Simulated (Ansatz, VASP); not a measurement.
This is a calculation of Sn for VASP 6.6.1.

The input INCAR:

```
PREC = Accurate ; ENCUT = 520
EDIFF = 1E-7 ; ISMEAR = -1
SIGMA = 0.01 ; LREAL = False
LASPH = True ; NELM = 100
ALGO = Normal ; ISIF = 2
LWAVE = False ; LCHARG = False
GGA = RE ; NBANDS = 13
```

File KPOINTS:

```
Automatic mesh
0
Gamma
  11 11 11
```

Contents of POSCAR:

```
Sn
1.0
   -1.7265390000      1.7755470000      2.3383420000
    1.7265390000     -1.7755470000      2.3383420000
    1.7265390000      1.7755470000     -2.3383420000
Sn
1
Direct
    0.0000000000      0.0000000000      0.0000000000
```

Potentials or basis: VASP PAW PBE potentials, release 64 (Sn_d).

Command:

```console
$ cat potpaw_PBE.64/Sn_d/POTCAR > POTCAR
$ mpirun -np 1 vasp_std > vasp.out
```

Q: Set up the same calculation for Ansatz 0.2.0. Potentials there: SPMS NC.

A: As run (the cutoff follows the program's own potentials):

Contents of input.yaml:

```yaml
crystal:
  lattice:
    - [-1.726539, 1.775547, 2.338342]
    - [1.726539, -1.775547, 2.338342]
    - [1.726539, 1.775547, -2.338342]
  atoms:
    - { symbol: Sn, position: [0.0, 0.0, 0.0] }
hamiltonian:
  xc: revpbe
  pseudopotentials: { kind: nc, source: spms }
kpoints:
  mp_grid: { grid: [11, 11, 11] }
scf:
  occupations: { method: fermi_dirac, width: 0.01 }
output:
  forces: true
  stress: true
  eigenvalues: true
```

Potentials or basis: SPMS NC.

The run is started by

```bash
$ ansatz run input.yaml --threads 2 --pin off --max-ram 5120MiB --backend cpu --events-out ev --progress --plain --runs-dir out
```

Both were run:

|  | VASP | Ansatz | Ansatz less VASP |
| --- | --- | --- | --- |
| gap on the k mesh at the Fermi level (eV) | none | none | - |
| pressure (GPa) | -0.1 | 0.3 | +0.47 |
| largest component of the traceless stress (GPa) | 1.19 | 1.27 | +0.080 |

A gap of «none» marks a metal or a gap that the smearing closes.

Caveats: the PAW data sets were made with another functional, which shifts forces and pressure a little (VASP); the potentials were made for another functional, which shifts forces and pressure (Ansatz); the pressure holds a Pulay correction of +0.4 GPa for the finite cutoff (Ansatz).
